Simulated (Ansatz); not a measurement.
# ZnSe (Stilleite) under changes of volume

One of the cells (22.757 Å³/atom); the others are scaled copies at fixed shape and fractional positions:

```xyz
2
Lattice="0.0000 2.8338 2.8338 2.8338 0.0000 2.8338 2.8338 2.8338 0.0000" Properties=species:S:1:pos:R:3 pbc="T T T"
Se    4.2507    4.2507    4.2507
Zn    0.0000    0.0000    0.0000
```

- Program: Ansatz 0.2.0
- Functional: LDA
- Potentials or basis: all-electron LAPW, scalar-relativistic
- Cutoff: 311 eV (chosen from the basis error)
- Basis error allowed: 0.001 eV/atom
- k mesh: 8 × 8 × 8
- Occupations: fermi-dirac, width 0.05 eV
- Spin: no spin polarisation

| volume (Å³/atom) | energy over the lowest point (meV/atom) | pressure (GPa) | gap on the mesh (eV) |
| --- | --- | --- | --- |
| 21.391 | 0.00 | 0.6 | 1.29 |
| 21.846 | 0.37 | -0.9 | 1.20 |
| 22.301 | 4.76 | -2.2 | 1.11 |
| 22.757 | 12.71 | -3.4 | 1.03 |
| 23.212 | 23.83 | -4.4 | 0.95 |
| 23.667 | 37.78 | -5.4 | 0.88 |
| 24.122 | ? | ? | ? |

Q: What does the run at 24.122 Å³/atom give?

A: Energy over the lowest point 54.22 meV/atom; pressure -6.2 GPa; gap on the mesh 0.81 eV.

Worked out: A Birch-Murnaghan fit of order 3 (a polynomial in V^(-2/3)) to the other rows has its minimum at 21.58 Å³/atom with B0 = V·E''(V) = 71 GPa and B' = 4.5. It gives 54.24 meV/atom at 24.122 Å³/atom, against the run's 54.22, and -dE/dV = -6.2 GPa, against -6.2. A straight line through the other rows of the gap, of slope -4.07 eV per unit of ln V (its deformation potential), extrapolates to 0.80 eV, against the run's 0.81.

Energies are extrapolated to zero smearing.

Spin-orbit coupling on Se is left out.
